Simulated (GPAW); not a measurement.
Crystal: Ta.

```xyz
2
Lattice="2.9004 0.0000 0.0000 -1.4502 2.5118 0.0000 0.0000 0.0000 5.1663" Properties=species:S:1:pos:R:3 pbc="T T T"
Ta    0.0000    1.6745    1.2916
Ta    1.4502    0.8373    3.8747
```

This isn't the form of Ta at room conditions, which is bcc.

```yaml
Program: GPAW 26.7.0
Task: relaxation of cell and atoms
Functional: PBEsol
Dispersion: D4
Potentials_or_basis: PAW data sets generated in the run's folder for this functional
Cutoff: 600 eV
Basis: pw
k_mesh: 9 × 9 × 5
Occupations: fermi-dirac, width 0.05 eV
Spin: no spin polarisation
```

At the start: pressure -8.3 GPa; volume 18.82 Å³/atom.

Task: Where does the relaxation end?

Result: Over 6 steps the energy falls by 23.2 meV/atom and the volume is 18.02 Å³/atom (-4.2 %); space group P6_3/mmc (No. 194, to 0.05 Å).

The path:
| step | energy change (eV) | largest force (eV/Å) | pressure (GPa) | volume (Å³) |
| --- | --- | --- | --- | --- |
| 1 | 0.0000 | 0.0000 | -8.28 | 37.64 |
| 2 | -0.0324 | 0.0001 | -4.53 | 36.86 |
| 3 | -0.0457 | 0.0000 | 0.28 | 35.97 |
| 4 | -0.0459 | 0.0000 | 0.08 | 36.01 |
| 5 | -0.0463 | 0.0000 | -0.13 | 36.05 |
| 6 | -0.0464 | 0.0000 | -0.07 | 36.04 |

Final structure:
```
CELL_PARAMETERS angstrom
2.84938 0.00000 0.00000
-1.42469 2.46763 0.00000
0.00000 0.00000 5.12632
ATOMIC_POSITIONS crystal
Ta 0.33333 0.66667 0.25000
Ta 0.66667 0.33333 0.75000
```

Caveat: later steps reuse the first step's grids; pairwise dispersion overbinds metals, which lowers pressure and volume.
